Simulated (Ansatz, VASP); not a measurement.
One calculation of Si, two programs

```
Si
1.0
     4.43345    0.00000    0.00000
    -2.21672    3.83948    0.00000
     0.00000    0.00000    2.53803
Si
3
Direct
  0.00000 0.00000 0.00000
  0.33333 0.66667 0.50000
  0.66667 0.33333 0.50000
```

Alike in both runs: task single point; functional RPBE; k mesh 9 × 9 × 14; occupations fermi-dirac, width 0.1 eV; no spin polarisation.

```csv
,VASP,Ansatz
version,VASP 6.6.1,Ansatz 0.2.0
potentials or method,"VASP PAW PBE potentials, release 64 (Si)","plane waves (420 eV) with PAW, scalar-relativistic"
plane-wave cutoff (eV),520,420
valence electrons in the cell,12,12
```

Ansatz gave:

```
pressure (GPa)                                  : 4.0
largest component of the traceless stress (GPa) : 2.45
```

Which values does VASP return?

Pressure (GPa): 3.6; largest component of the traceless stress (GPa): 2.43.

With one functional, cell and mesh, what is left measures potentials, basis and numerics.

Caveats: the PAW data sets were made with another functional, which shifts forces and pressure a little (VASP).
